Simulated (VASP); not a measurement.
**NiO: equation of state with r2SCAN**

The system is NiO.

```
CELL_PARAMETERS angstrom
0.00000 2.06217 2.06217
2.06217 0.00000 2.06217
2.06217 2.06217 0.00000
ATOMIC_POSITIONS crystal
Ni 0.00000 0.00000 0.00000
O 0.75000 0.75000 0.75000
```

The cell was built by a generator and needn't be a form met in nature.

- Program: VASP 6.6.1
- Task: equation of state
- Functional: r2SCAN
- Potentials or basis: VASP PAW PBE potentials, release 64 (Ni, O)
- Cutoff: 520 eV
- k mesh: 11 × 11 × 11
- Occupations: fermi-dirac, width 0.05 eV
- Spin: collinear spin, ferromagnetic start
- Starting moments: [1.0, 0.0] μB
- Further INCAR settings: ALGO = Normal; EDIFF = 1e-06

The equilibrium volume is outside the volumes run.

Energy against volume, from the lowest point:
| volume (Å³/atom) | energy (meV/atom) |
| --- | --- |
| 8.243 | 424.74 |
| 8.419 | 329.06 |
| 8.594 | 244.44 |
| 8.769 | 170.02 |
| 8.945 | 105.00 |
| 9.120 | 48.56 |
| 9.296 | 0.00 |

All runs of the series together: 7.3 min on 1 thread of Intel(R) Xeon(R) Platinum 8488C (Sapphire Rapids), on a shared host.

Caveat: the PAW data sets were made with another functional, which shifts forces and pressure a little.
